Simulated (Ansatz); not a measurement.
# Bi2TeSe2 (Skippenite) (P1) in Ansatz: convergence with wavefunction cutoff

Aim: find how far wavefunction cutoff must go before the results for Bi2TeSe2 (Skippenite) settle, at r2SCAN. This setting moves, with any that are tied to it; all else stays.

Program: Ansatz 0.2.0. These are calculated values, not measurements. Logs are shortened: lines on timing, memory, paths and dates and some standing lists are left out, and cuts for length are marked.

## Step 1: The cell of the first run

The typed cell holds 5 atoms: a = 10.008 Å, b = 10.008 Å, c = 10.008 Å, α = 24.13°, β = 24.13°, γ = 24.13°.

The cell isn't the ideal one: atoms moved at random, drawn with an rms of 0.05 Å.

## Step 2: With wavefunction cutoff 200 eV

Input file input.yaml:

```yaml
crystal:
  lattice:
    - [2.0915, 1.207528088, 9.7123333333]
    - [-2.0915, 1.207528088, 9.7123333333]
    - [0.0, -2.415056176, 9.7123333333]
  atoms:
    - { symbol: Bi, position: [0.608852, 0.586867, 0.610326] }
    - { symbol: Bi, position: [0.397849, 0.398835, 0.39686] }
    - { symbol: Te, position: [0.006543, -0.008027, 0.005966] }
    - { symbol: Se, position: [0.792385, 0.786055, 0.782708] }
    - { symbol: Se, position: [0.23706, 0.210773, 0.191429] }
hamiltonian:
  xc: r2scan
  pseudopotentials: { kind: paw }
kpoints:
  mp_grid: { grid: [5, 5, 5] }
scf:
  occupations: { method: cold, width: 0.1 }
output:
  forces: true
  stress: true
  eigenvalues: true
basis:
  ecutwfc: "200 eV"
```

Potentials or basis: Ansatz PAW.

The run is started by

```sh
ansatz run input.yaml --threads 2 --pin off --max-ram 5632MiB --backend cpu --events-out ev --progress --plain --runs-dir out
```

Wall time 15 s (2 threads of Intel Xeon Platinum 8259CL at 2.50GHz (Skylake/Cascade Lake), shared host); peak memory 0.52 GiB.

What came out:

```yaml
Free_energy: -42741.2767 eV
Pressure: 3.1 GPa
Largest_force: 2.287 eV/Å
Band_gap_on_the_k_mesh: 0.94 eV, direct
```

## Step 3: With wavefunction cutoff 250 eV

Changes to input.yaml since step 2:

```diff
@@ -23,2 +23,2 @@
 basis:
-  ecutwfc: "200 eV"
+  ecutwfc: "250 eV"
```

Potentials or basis: Ansatz PAW.

The run is started by

```sh
ansatz run input.yaml --threads 2 --pin off --max-ram 5632MiB --backend cpu --events-out ev --progress --plain --runs-dir out
```

Wall time 16 s (2 threads of Intel Xeon Platinum 8259CL at 2.50GHz (Skylake/Cascade Lake), shared host); peak memory 0.59 GiB.

Results:

```
Free energy            : -42770.4106 eV
Pressure               : 4.5 GPa
Largest force          : 2.131 eV/Å
Band gap on the k mesh : 0.84 eV, direct
```

## Step 4: With wavefunction cutoff 300 eV

Changes to input.yaml since step 3:

```diff
@@ -23,2 +23,2 @@
 basis:
-  ecutwfc: "250 eV"
+  ecutwfc: "300 eV"
```

The run is started by

```sh
ansatz run input.yaml --threads 2 --pin off --max-ram 5632MiB --backend cpu --events-out ev --progress --plain --runs-dir out
```

Wall time 22 s (2 threads of Intel Xeon Platinum 8259CL at 2.50GHz (Skylake/Cascade Lake), shared host); peak memory 0.63 GiB.

Results:

| Property | Result |
| --- | --- |
| Free energy | -42774.1002 eV |
| Pressure | 4.5 GPa |
| Largest force | 2.047 eV/Å |
| Band gap on the k mesh | 0.81 eV, direct |

## Step 5: With wavefunction cutoff 350 eV

Changes to input.yaml since step 4:

```diff
@@ -23,2 +23,2 @@
 basis:
-  ecutwfc: "300 eV"
+  ecutwfc: "350 eV"
```

The run is started by

```sh
ansatz run input.yaml --threads 2 --pin off --max-ram 5632MiB --backend cpu --events-out ev --progress --plain --runs-dir out
```

It took 27 s on 2 threads of Intel Xeon Platinum 8259CL at 2.50GHz (Skylake/Cascade Lake), shared host; peak memory 0.71 GiB.

What came out:

| Property | Result |
| --- | --- |
| Free energy | -42774.4062 eV |
| Pressure | 4.5 GPa |
| Largest force | 2.050 eV/Å |
| Band gap on the k mesh | 0.80 eV, direct |

## Step 6: With wavefunction cutoff 400 eV

Changes to input.yaml since step 5:

```diff
@@ -23,2 +23,2 @@
 basis:
-  ecutwfc: "350 eV"
+  ecutwfc: "400 eV"
```

Potentials or basis: Ansatz PAW.

The run is started by

```sh
ansatz run input.yaml --threads 2 --pin off --max-ram 5632MiB --backend cpu --events-out ev --progress --plain --runs-dir out
```

Wall time 31 s (2 threads of Intel Xeon Platinum 8259CL at 2.50GHz (Skylake/Cascade Lake), shared host); peak memory 0.82 GiB.

The run converged. Its results:

| Quantity | Value |
| --- | --- |
| Free energy | -42774.4184 eV |
| Pressure | 4.5 GPa |
| Largest force | 2.050 eV/Å |
| Band gap on the k mesh | 0.80 eV, direct |

## Step 7: With wavefunction cutoff 450 eV

Changes to input.yaml since step 6:

```diff
@@ -23,2 +23,2 @@
 basis:
-  ecutwfc: "400 eV"
+  ecutwfc: "450 eV"
```

The run is started by

```sh
ansatz run input.yaml --threads 2 --pin off --max-ram 5632MiB --backend cpu --events-out ev --progress --plain --runs-dir out
```

It took 37 s on 2 threads of Intel Xeon Platinum 8259CL at 2.50GHz (Skylake/Cascade Lake), shared host; peak memory 0.87 GiB.

The run converged. Its results:

```yaml
Free_energy: -42774.4245 eV
Pressure: 4.5 GPa
Largest_force: 2.050 eV/Å
Band_gap_on_the_k_mesh: 0.80 eV, direct
```

## Step 8: With wavefunction cutoff 500 eV

Changes to input.yaml since step 7:

```diff
@@ -23,2 +23,2 @@
 basis:
-  ecutwfc: "450 eV"
+  ecutwfc: "500 eV"
```

The run is started by

```sh
ansatz run input.yaml --threads 2 --pin off --max-ram 5632MiB --backend cpu --events-out ev --progress --plain --runs-dir out
```

It took 39 s on 2 threads of Intel Xeon Platinum 8259CL at 2.50GHz (Skylake/Cascade Lake), shared host; peak memory 0.95 GiB.

The run converged. Its results:

| Item | Value |
| --- | --- |
| Free energy | -42774.4285 eV |
| Pressure | 4.5 GPa |
| Largest force | 2.050 eV/Å |
| Band gap on the k mesh | 0.80 eV, direct |

## Step 9: With wavefunction cutoff 600 eV

Changes to input.yaml since step 8:

```diff
@@ -23,2 +23,2 @@
 basis:
-  ecutwfc: "500 eV"
+  ecutwfc: "600 eV"
```

Potentials or basis: Ansatz PAW.

The run is started by

```sh
ansatz run input.yaml --threads 2 --pin off --max-ram 5632MiB --backend cpu --events-out ev --progress --plain --runs-dir out
```

Wall time 50 s (2 threads of Intel Xeon Platinum 8259CL at 2.50GHz (Skylake/Cascade Lake), shared host); peak memory 1.2 GiB.

It converged, with:

```
Free energy            : -42774.4308 eV
Pressure               : 4.5 GPa
Largest force          : 2.050 eV/Å
Band gap on the k mesh : 0.80 eV, direct
```

## Step 10: With wavefunction cutoff 800 eV

Changes to input.yaml since step 9:

```diff
@@ -23,2 +23,2 @@
 basis:
-  ecutwfc: "600 eV"
+  ecutwfc: "800 eV"
```

Potentials or basis: Ansatz PAW.

The run is started by

```sh
ansatz run input.yaml --threads 2 --pin off --max-ram 5632MiB --backend cpu --events-out ev --progress --plain --runs-dir out
```

The log of the run:

```text
Warning: RAYON_NUM_THREADS=2 ignored (pool sized by the plan → 2); use --threads N
basis.fft_grid_basis auto: the FFT boxes are laid along the combinations [[1, 0, -1], [0, 1, -1], [0, 0, 1]] of the cell's own vectors, 4.183, 4.183 and 10.008 Å long. The dense box has 40×40×96 points. Along the cell's own vectors, as sized, it would have 96×96×96, 5.76 times as many. basis.fft_grid_basis: typed keeps the cell's own vectors: state it where this run's energies or levels are differenced outside the engine with another run's, or held beside a run that keeps those vectors.
Engine: ansatz 0.2.0, x86_64-unknown-linux-gnu
Pseudopotentials: kind: paw
Pseudopotential: Bi, paw, valence charge 15, recommended cutoff 500 eV (meta_gga), Bi.paw.azcp
Pseudopotential: Te, paw, valence charge 16, recommended cutoff 500 eV (meta_gga), Te.paw.azcp
Pseudopotential: Se, paw, valence charge 16, recommended cutoff 500 eV (meta_gga), Se.paw.azcp
Functional definition: r2SCAN
  parameter k0 = 0.174
  parameter k1 = 0.065
  parameter a1 = 4.9479
  exchange = r2scan_x(k0 = k0, k1 = k1, a1 = a1)
  correlation = r2scan_c
Crystal: 5 atoms, lattice volume = 147.174 Å³
Basis set: ecut = 800 eV, 7545 PW (Γ), FFT grids on a1−a3, a2−a3, a3, exchange–correlation on 160×160×384 points (64 copies of the dense FFT grid, shifted against one another)
[... 49 lines left out ...]
  E_vtau       = 38.712746  (kinetic-family band-sum trace: ∫τ·v_τ [+ j·A + Jᵃ·Aᵃ] dr)
  E_ewald      = -7932.882035
  E_core_change = -1.493591  (= ΣΔE_core)
  E_smearing   = 0.000000  (= −TS)
  E_closure    = 0.000000  (closes the sum)
  E_count      = -0.000000  (occupations off the electron count; not in F)
  Σ components = -42774.432448   (vs F -42774.432448, Δ=0.00e0)
--- Forces (eV/Å), atoms counted from 1 ---
  atom   1  Bi    -0.02777421     0.20087404    -1.63737015
  atom   2  Bi     0.08758352    -0.10355976     2.04567763
  atom   3  Te    -0.03748041     0.21659588    -0.41007728
  atom   4  Se     0.01748047     0.01526994    -0.46074622
  atom   5  Se    -0.03980618    -0.32917309     0.46252327
  max |Σ_I F_I| component: 7.25e-6 eV/Å
--- Stress (GPa, compression-positive) ---
        3.991754      -0.257632       0.397014
       -0.257632       4.277329       0.549588
        0.397014       0.549588       5.087983
  P = ⅓ Tr σ = 4.4524 GPa (44.524 kbar)
--- Band table (eV; the first three rows and the last of 63) ---
  k-point 0: bands = ["-38.8325", "-38.8276", "-38.8216", "-38.8133", "-38.8107", "-38.7104", "-38.7061", "-38.7031", "-38.6989", "-38.6960", "-28.4684", "-28.4596", "-28.4543", "-28.4328", "-28.4292", "-14.7353", "-14.7344", "-14.7224", "-14.7123", "-14.7119", "-14.6822", "-14.6781", "-14.6658", "-14.6571", "-14.6568", "-5.5978", "-4.7294", "-3.5957", "-0.9007", "1.1033", "7.0599", "7.1008", "7.1821", "7.2702", "7.4669", "7.6084", "8.0897", "8.1600", "9.2064", "10.0075", "10.2858", "10.4738", "11.6811", "12.0705", "12.2034", "15.1121"]
  k-point 1: bands = ["-38.8326", "-38.8275", "-38.8215", "-38.8133", "-38.8107", "-38.7104", "-38.7061", "-38.7031", "-38.6989", "-38.6960", "-28.4684", "-28.4593", "-28.4546", "-28.4325", "-28.4284", "-14.7409", "-14.7303", "-14.7233", "-14.7102", "-14.7096", "-14.6864", "-14.6756", "-14.6626", "-14.6587", "-14.6542", "-5.1922", "-4.4112", "-3.3486", "-1.0861", "0.4820", "5.2404", "5.9061", "6.1730", "6.2960", "7.2753", "7.7422", "8.0478", "8.2062", "8.7766", "10.9751", "11.0399", "11.1679", "12.1644", "12.4405", "13.4884", "13.9272"]
  k-point 2: bands = ["-38.8326", "-38.8275", "-38.8214", "-38.8133", "-38.8107", "-38.7104", "-38.7060", "-38.7030", "-38.6989", "-38.6959", "-28.4684", "-28.4589", "-28.4550", "-28.4321", "-28.4270", "-14.7534", "-14.7287", "-14.7275", "-14.7028", "-14.7000", "-14.6984", "-14.6722", "-14.6665", "-14.6497", "-14.6453", "-4.0789", "-3.7098", "-2.9611", "-1.9137", "-0.7601", "3.5748", "5.3184", "5.5632", "5.7611", "6.4533", "6.5318", "7.5406", "8.1003", "8.6881", "10.5443", "10.9684", "12.0826", "12.9828", "13.2402", "13.6527", "14.5800"]
  k-point 62: bands = ["-38.8325", "-38.8275", "-38.8215", "-38.8134", "-38.8106", "-38.7104", "-38.7060", "-38.7030", "-38.6988", "-38.6961", "-28.4688", "-28.4588", "-28.4544", "-28.4320", "-28.4274", "-14.7539", "-14.7246", "-14.7206", "-14.7116", "-14.7013", "-14.6989", "-14.6719", "-14.6674", "-14.6485", "-14.6452", "-4.0606", "-3.8489", "-2.9484", "-1.7622", "-0.7486", "3.6720", "5.1833", "5.5329", "5.5845", "6.4589", "6.5574", "7.9997", "8.0479", "8.6545", "10.5662", "11.0315", "11.2773", "12.9419", "13.2993", "13.6970", "14.9708"]
```

It took 80 s on 2 threads of Intel Xeon Platinum 8259CL at 2.50GHz (Skylake/Cascade Lake), shared host; peak memory 1.6 GiB.

Results:

```yaml
Free_energy: -42774.4324 eV
Pressure: 4.5 GPa
Largest_force: 2.050 eV/Å
Band_gap_on_the_k_mesh: 0.80 eV, direct
```

## Step 11: Result

| wavefunction cutoff | energy less the tightest run, at zero smearing (meV/atom) | pressure (GPa) | largest force (eV/Å) | gap on the mesh (eV) | SCF cycles | CPU time (s) | peak memory (GiB) |
| --- | --- | --- | --- | --- | --- | --- | --- |
| 200 eV | 6631.16 | 3.05 | 2.287 | 0.939 | 9 | 28 | 0.52 |
| 250 eV | 804.37 | 4.53 | 2.131 | 0.841 | 8 | 31 | 0.59 |
| 300 eV | 66.45 | 4.48 | 2.047 | 0.806 | 8 | 43 | 0.63 |
| 350 eV | 5.26 | 4.46 | 2.050 | 0.801 | 8 | 52 | 0.71 |
| 400 eV | 2.80 | 4.46 | 2.050 | 0.801 | 8 | 61 | 0.82 |
| 450 eV | 1.60 | 4.46 | 2.050 | 0.801 | 8 | 73 | 0.87 |
| 500 eV | 0.78 | 4.45 | 2.050 | 0.801 | 8 | 76 | 0.95 |
| 600 eV | 0.34 | 4.45 | 2.050 | 0.801 | 8 | 98 | 1.2 |
| 800 eV | 0.00 | 4.45 | 2.050 | 0.801 | 8 | 160 | 1.6 |

Against the tightest run, the energy stays within 1 meV/atom from 500 eV on; the pressure stays within 0.1 GPa from 250 eV on; the largest force stays within 0.005 eV/Å from 300 eV on; the gap on the mesh stays within 0.01 eV from 300 eV on. The tightest run that finished is the yardstick and may itself not be fully converged.

Caveats: odd divisions of the mesh miss points on the zone boundary, where band edges often lie, so the gap on the mesh can be too wide; spin-orbit coupling is left out, which as a rule narrows the gap of such compounds by several tenths of an eV; the PAW data sets come from PBE, with cores solved anew for the run's functional, which leaves a small shift of forces and pressure.
